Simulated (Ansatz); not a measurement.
# MgS (Niningerite): single point with PBEsol

Crystal: MgS (Niningerite).

```
S Mg
1.0
     0.00000    2.60165    2.60165
     2.60165    0.00000    2.60165
     2.60165    2.60165    0.00000
S Mg
1 1
Cartesian
  2.6016 2.6016 2.6016
  0.0000 0.0000 0.0000
```

* Program: Ansatz 0.2.0
* Task: single point
* Functional: PBEsol
* Potentials or basis: all-electron LAPW, scalar-relativistic
* Cutoff: 184 eV (chosen from the basis error)
* Basis error allowed: 0.001 eV/atom
* k mesh: 9 × 9 × 9
* Occupations: fermi-dirac, width 0.05 eV
* Spin: no spin polarisation

| Item | Value |
| --- | --- |
| Pressure | -1.0 GPa |
| Band gap on the k mesh | 2.83 eV, indirect (least direct gap 3.59 eV) |
| Loewdin charges | S -1.27; Mg +1.44 e |

Levels at points of the mesh, in eV from the valence-band top:
```
           k point  band 8  band 9  band 10  band 11  band 12  band 13  band 14  band 15  band 16
(0.00, 0.00, 0.00)  -41.29  -12.68     0.00     0.00     0.00     3.59     7.81     7.81     7.81
```

It took 5 s on 1 thread of Intel(R) Xeon(R) Platinum 8375C CPU @ 2.90GHz (Ice Lake), on a shared host, peak memory 0.28 GiB.

Caveat: the atomic charges don't sum to the cell's charge; an odd mesh through Γ misses points on the zone boundary, where band edges often lie.
